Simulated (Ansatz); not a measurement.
# Co (P6_3/mmc): energies of magnetic orders

An exercise on one series of results from a longer session: the logs are not shown, and one member is left open.

Method: DFT PBE, scalar-relativistic, plane waves, PAW, in Ansatz 0.2.0.

**The structure to begin with**

The structure is hexagonal, space group P6_3/mmc (No. 194). Conventional cell: a = 2.494 Å, b = 2.494 Å, c = 4.030 Å, α = 90.00°, β = 90.00°, γ = 120.00°. Around Co (site symmetry -6m2) lie 12 Co at 2.48 to 2.49 Å.

Coordinates:

```
Co
1.0
     2.49371    0.00000    0.00000
    -1.24686    2.15962    0.00000
     0.00000    0.00000    4.03009
Co
2
Direct
  0.33333 0.66667 0.25000
  0.66667 0.33333 0.75000
```

An earlier run at PBE left this cell at 10.852 Å³/atom and -0.02 GPa (20×20×12 mesh).

Set-up of the first run:

input.yaml

```yaml
crystal:
  lattice:
    - [2.4937131675, 0.0, 0.0]
    - [-1.2468565838, 2.1596189528, 0.0]
    - [0.0, 0.0, 4.0300901878]
  atoms:
    - { symbol: Co, position: [0.3333333333, 0.6666666667, 0.25], spin: 1.5 }
    - { symbol: Co, position: [0.6666666667, 0.3333333333, 0.75], spin: -1.5 }
basis:
  ecutwfc: 420
  ecutrho_ratio: 4
kpoints:
  mp_grid: { grid: [20, 20, 12] }
hamiltonian:
  xc: pbe
scf:
  occupations: { method: gaussian, width: 0.05 }
  lower_state_search: "off"
output:
  forces: true
  stress: true
  eigenvalues: true
  populations: true
magnetization:
  spin_polarized: true
```

Command:

```bash
$ ansatz run input.yaml --threads 1 --pin off --max-ram 2560MiB --backend cpu --events-out ev --progress --plain --runs-dir out
```

Among the steps run: Antiferromagnetic, in the cell as typed; Ferromagnetic, larger cell; Antiferromagnetic, propagation vector (0, 0, 1/2); Antiferromagnetic, propagation vector (0, 1/2, 0); Antiferromagnetic, propagation vector (0, 1/2, 1/2); No spin polarisation.

One table of the session follows, with a row left open; its other results are not shown here.

| order | above the lowest (meV/atom) | largest moment (μB) | pressure (GPa) |
| --- | --- | --- | --- |
| ferromagnetic | 0.0 | 1.68 | 0.0 |
| antiferromagnetic, in the cell as typed | 231.8 | 0.94 | -6.7 |
| antiferromagnetic, propagation vector (0, 0, 1/2) | ? | ? | ? |
| antiferromagnetic, propagation vector (0, 1/2, 0) (1) | 238.4 | 0.00 | -11.3 |
| antiferromagnetic, propagation vector (0, 1/2, 0) (2) | 199.4 | 1.18 | -4.5 |
| antiferromagnetic, propagation vector (0, 1/2, 1/2) | 230.0 | 0.77 | -8.3 |
| no spin polarisation | 238.7 | 0.00 | -11.3 |

**Question.** Estimate the row for antiferromagnetic, propagation vector (0, 0, 1/2).

**Answer.** above the lowest (meV/atom): 120.8; largest moment (μB): 1.51; pressure (GPa): -1.2. In the column «above the lowest (meV/atom)» it lies between ferromagnetic (0.0) and antiferromagnetic, propagation vector (0, 1/2, 0) (2) (199.4).

The first row is the run of the earlier session that started with parallel moments (-5126.1522 eV/atom). A larger cell is measured against the parallel state in that same cell where that was run, so that mesh errors cancel.

Limits of these values: Where the order wasn't kept, moments died or turned during the run, so that row belongs to another state than the one started. Only these orders were tried, at zero temperature; the one found in experiment may not be among them. Warnings in the runs' records: negative dielectric reading, seeded moment not kept.
